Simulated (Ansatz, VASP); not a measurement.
## HfN in VASP and in Ansatz

```xyz
4
Lattice="3.1339 0.0000 0.0000 -1.5670 2.7140 0.0000 0.0000 0.0000 5.4168" Properties=species:S:1:pos:R:3 pbc="T T T"
Hf    0.0000    1.8094    1.3542
Hf    1.5670    0.9047    4.0626
N     0.0000    0.0000    2.7084
N     0.0000    0.0000    0.0000
```

The cell comes from a database or a generator and needn't be the stable form of this composition.

Alike in both runs: task single point; functional PBEsol; k mesh 6 × 6 × 3; occupations fermi-dirac, width 0.03 eV; no spin polarisation.

```csv
,VASP,Ansatz
version,VASP 6.6.1,Ansatz 0.2.0
potentials or method,"VASP PAW PBE potentials, release 64 (Hf_pv, N), cutoff 520 eV","all-electron LAPW, scalar-relativistic"
```

```csv
,VASP,Ansatz,Ansatz less VASP
gap on the k mesh at the Fermi level (eV),none,none,-
pressure (GPa),-4.7,-2.6,+2.09
largest component of the traceless stress (GPa),1.30,1.26,-0.038
```

A gap of «none» marks a metal or a gap that the smearing closes. Ansatz ran all-electron here, so the differences hold the error of VASP's frozen core and of both bases.

Caveats: the k mesh is coarse (spacing up to 0.39 Å⁻¹), so the values aren't converged; the PAW data sets were made with another functional, which shifts forces and pressure a little (VASP); the k mesh is thin for a metal, which can move the energy by tens of meV per atom (Ansatz). Spin-orbit coupling is left out, which matters for the levels of Hf.
